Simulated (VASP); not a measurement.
A run of VASP 6.6.1:

The input INCAR:

```
PREC = Accurate ; ENCUT = 520
EDIFF = 1E-6 ; ISMEAR = 0
SIGMA = 0.01 ; LREAL = False
LASPH = True ; NELM = 100
ALGO = Fast ; ISIF = 2
LWAVE = False ; LCHARG = True
LDIPOL = True ; IDIPOL = 3
DIPOL = 0.5 0.5 0.500 ; GGA = PE
IVDW = 12 ; LELF = True
LVHAR = True ; LVACPOTAV = True
NBANDS = 49
```

KPOINTS

```
regular mesh
0
Gamma
  12 12 1
```

POSCAR

```
MoS2
1.0
    3.1509282383      0.0000000000      0.0000000000
   -1.5754641192      2.7287838999      0.0000000000
    0.0000000000      0.0000000000     56.4427219317
S Mo
6 3
Direct
    0.3333333333      0.6666666667      0.3649792843
    0.3333333333      0.6666666667      0.4205058799
    0.6666666667      0.3333333333      0.4722648417
    0.6666666667      0.3333333333      0.5277351583
    0.3333333333      0.6666666667      0.5794941201
    0.3333333333      0.6666666667      0.6350207157
    0.6666666667      0.3333333333      0.3927568475
    0.3333333333      0.6666666667      0.5000000000
    0.6666666667      0.3333333333      0.6072431525
```

Potentials or basis: VASP PAW PBE potentials, release 64 (S, Mo_sv).

The run is started by

```console
$ cat potpaw_PBE.64/S/POTCAR potpaw_PBE.64/Mo_sv/POTCAR > POTCAR
$ mpirun -np 1 vasp_std > vasp.out
```

Hardware: 1 thread of AMD EPYC 9R45 96-Core Processor (Zen 5), with other jobs on the host.

Task: How long does it take, and how much memory?

Result: Wall time 11 min on 1 thread of AMD EPYC 9R45 96-Core Processor (Zen 5), with other jobs on the host, peak memory 0.7 GiB. Counts: scf iterations 25, k points 19.
